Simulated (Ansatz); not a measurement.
Start from SrCl$_{2}$ in the fluorite structure (space group Fm-3m, No. 225).

```
SrCl2
1.0
    0.00000     3.45392     3.45392
    3.45392     0.00000     3.45392
    3.45392     3.45392     0.00000
Sr Cl
1 2
Direct
  0.00000   0.00000   0.00000
  0.25000   0.25000   0.25000
  0.75000   0.75000   0.75000
```

Cartesian axes are those of the cell as printed.

The values are results of Ansatz (an electronic-structure program), PBEsol, PAW, cutoff 420 eV, without spin-orbit coupling, not measurements.

Perturbation: an isotropic linear strain of −2.00 %; the atoms relax in the strained cell.

**Question.** Predict the stress tensor and what it implies for the stiffness.

**Answer.** Stress of the strained cell less that of the base (GPa, compression positive):
```
   2.65    0.00    0.00
   0.00    2.65    0.00
   0.00    0.00    2.65
```

Then B = −ΔP/(ΔV/V₀) with ΔV/V₀ = -0.0588 gives secant stiffness values (nonlinear terms included at this strain): B ≈ 45 GPa.

As a check, the harmonic strain energy −½ V₀ Δσ:ε is 14 meV/atom; the computed energy rise is 13 meV/atom.

Whether these cells are dynamically stable was not tested.
